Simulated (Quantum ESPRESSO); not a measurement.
Here is a Quantum ESPRESSO 7.5 calculation.

Contents of pw.in:

```
&CONTROL
  calculation = 'scf'
  prefix = 'pwscf'
  outdir = './tmp'
  pseudo_dir = './pseudo'
  tprnfor = .true.
  tstress = .true.
  disk_io = 'low'
/
&SYSTEM
  ibrav = 0
  nat = 1
  ntyp = 1
  ecutwfc = 80
  nbnd = 13
  input_dft = 'pbesol'
  occupations = 'smearing'
  smearing = 'mv'
  degauss = 0.00999582
/
&ELECTRONS
  conv_thr = 2d-10
  electron_maxstep = 120
  mixing_beta = 0.5
/
ATOMIC_SPECIES
Sb   121.7600 Sb.upf
CELL_PARAMETERS angstrom
   3.1600000000    0.0000000000    0.0000000000
   0.0000000000    3.1600000000    0.0000000000
   0.0000000000    0.0000000000    3.1600000000
ATOMIC_POSITIONS angstrom
Sb     0.0000000000    0.0000000000    0.0000000000
K_POINTS automatic
6 6 6 0 0 0
```

Contents of scf2.in:

```
&CONTROL
  calculation = 'scf'
  prefix = 'pwscf'
  outdir = './tmp'
  pseudo_dir = './pseudo'
  tprnfor = .true.
  tstress = .true.
  disk_io = 'low'
/
&SYSTEM
  ibrav = 0
  nat = 1
  ntyp = 1
  ecutwfc = 80
  nbnd = 13
  input_dft = 'pbesol'
  occupations = 'smearing'
  smearing = 'mv'
  degauss = 0.00999582
/
&ELECTRONS
  conv_thr = 1d-11
  electron_maxstep = 120
  mixing_beta = 0.5
  startingpot = 'file'
  startingwfc = 'file'
/
ATOMIC_SPECIES
Sb   121.7600 Sb.upf
CELL_PARAMETERS angstrom
   3.1600000000    0.0000000000    0.0000000000
   0.0000000000    3.1600000000    0.0000000000
   0.0000000000    0.0000000000    3.1600000000
ATOMIC_POSITIONS angstrom
Sb     0.0000000000    0.0000000000    0.0000000000
K_POINTS automatic
6 6 6 0 0 0
```

Contents of eels.in:

```
&LR_INPUT
  prefix = 'pwscf'
  outdir = './tmp'
  restart_step = 5000
  restart = .false.
/
&LR_CONTROL
  calculator = 'lanczos'
  approximation = 'TDDFT'
  q1 = 0
  q2 = 0
  q3 = 0.5029296202
  itermax = 600
/
```

The input spectrum.in:

```
&LR_INPUT
  prefix = 'pwscf'
  outdir = './tmp'
  eels = .true.
  itermax0 = 600
  itermax = 20000
  extrapolation = 'osc'
  epsil = 0.05
  units = 1
  start = 0
  end = 40
  increment = 0.2
/
```

The input spectrum_short.in:

```
&LR_INPUT
  prefix = 'pwscf'
  outdir = './tmp'
  eels = .true.
  itermax0 = 400
  itermax = 20000
  extrapolation = 'osc'
  epsil = 0.05
  units = 1
  start = 0
  end = 40
  increment = 0.2
/
```

Potentials or basis: PseudoDojo 0.5 SR PBE standard.

Launch:

```console
$ OMP_NUM_THREADS=1 pw.x -in pw.in > pw.out
$ OMP_NUM_THREADS=1 pw.x -in scf2.in > scf2.out
$ OMP_NUM_THREADS=1 turbo_eels.x -in eels.in > eels.out
$ OMP_NUM_THREADS=1 turbo_spectrum.x -in spectrum.in > spectrum.out
$ OMP_NUM_THREADS=1 turbo_spectrum.x -in spectrum_short.in > spectrum_short.out
```

Task: Estimate the peak of the energy-loss function.

Result: 18.4 eV.

Task: Estimate the band gap on the k mesh.

Result: None (metal or under the smearing width).

Energy-loss function at q = [0.0, 0.0, 1.0] (Å⁻¹, cartesian):
```
energy (eV)   loss
        0.0  0.000
        1.8  0.024
        3.4  0.070
        5.2  0.091
        7.0  0.134
        8.6  0.219
       10.4  0.409
       12.2  0.490
       13.8  0.414
       15.6  0.580
       17.4  1.553
       19.0  1.907
       20.8  1.024
       22.4  0.589
       24.2  0.232
       26.0  0.130
       27.6  0.117
       29.4  0.153
       31.2  0.186
       32.8  0.164
       34.6  0.150
       36.4  0.114
       38.0  0.088
       39.8  0.093
```

Caveat: the k mesh is coarse; the Lanczos chain is short for so many electrons, so humps in the spectrum may be artefacts. The run has no spin-orbit coupling, so splittings on Sb are missing.
